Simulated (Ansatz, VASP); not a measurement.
One calculation of WC (Qusongite), two programs

File INCAR:

```
SYSTEM = WC
PREC     = Accurate       ! precision mode
ENCUT    = 520            ! plane-wave cutoff, eV
EDIFF    = 1E-6           ! SCF threshold, eV
ISMEAR   = -1             ! smearing method
SIGMA    = 0.05           ! smearing width, eV
LREAL    = .FALSE.        ! projectors in reciprocal space
LASPH    = .TRUE.         ! aspherical terms in the spheres
NELM     = 100            ! most SCF steps
ALGO     = Normal         ! electronic algorithm
ISIF     = 2              ! what is computed and relaxed
LWAVE    = .FALSE.        ! write WAVECAR
LCHARG   = .FALSE.        ! write CHGCAR
GGA      = PE             ! functional
NBANDS   = 16             ! bands
```

File KPOINTS:

```
Automatic mesh
0
G
  10 10 9
  0 0 0
```

Contents of POSCAR:

```
WC
1.0
    2.8869927008      0.0000000000      0.0000000000
   -1.4434963504      2.5002090195      0.0000000000
    0.0000000000      0.0000000000      2.8175618425
W C
1 1
Direct
    0.0000000000      0.0000000000      0.0000000000
    0.6666666667      0.3333333333      0.5000000000
```

input.yaml

```yaml
crystal:
  lattice:
    - [2.8869927008, 0.0, 0.0]
    - [-1.4434963504, 2.5002090195, 0.0]
    - [0.0, 0.0, 2.8175618425]
  atoms:
    - { symbol: W, position: [0.0, 0.0, 0.0] }
    - { symbol: C, position: [0.6666666667, 0.3333333333, 0.5] }
kpoints:
  mp_grid: { grid: [10, 10, 9] }
scf:
  occupations: { method: fermi_dirac, width: 0.05 }
hamiltonian:
  xc: pbe
  pseudopotentials: { kind: all_electron, lapw: { basis_error: 0.0005 } }
output:
  forces: true
  stress: true
  eigenvalues: true
```

Change from the starting cell: volume scaled by 0.98.

Alike in both runs: task single point; functional PBE; k mesh 10 × 10 × 9; occupations fermi-dirac, width 0.05 eV; no spin polarisation.

|  | VASP | Ansatz |
| --- | --- | --- |
| version | VASP 6.6.1 | Ansatz 0.2.0 |
| potentials or method | VASP PAW PBE potentials, release 64 (W_sv, C) | all-electron LAPW, scalar-relativistic |
| plane-wave cutoff (eV) | 520 | see its input |

Ansatz gave:

```
gap on the k mesh at the Fermi level (eV)       : none
pressure (GPa)                                  : 14.3
largest component of the traceless stress (GPa) : 0.32
```

Question: Estimate VASP's values.

Answer: gap on the k mesh at the Fermi level (eV): none; pressure (GPa): 15.5; largest component of the traceless stress (GPa): 0.53.

A gap of «none» marks a metal or a gap that the smearing closes. Ansatz ran all-electron here, so the differences hold the error of VASP's frozen core and of both bases.

Caveats: so large a pressure means that the cell lies far from this level's equilibrium, or that cutoff or potentials fall short (VASP). Spin-orbit coupling is left out, which matters for the levels of W.
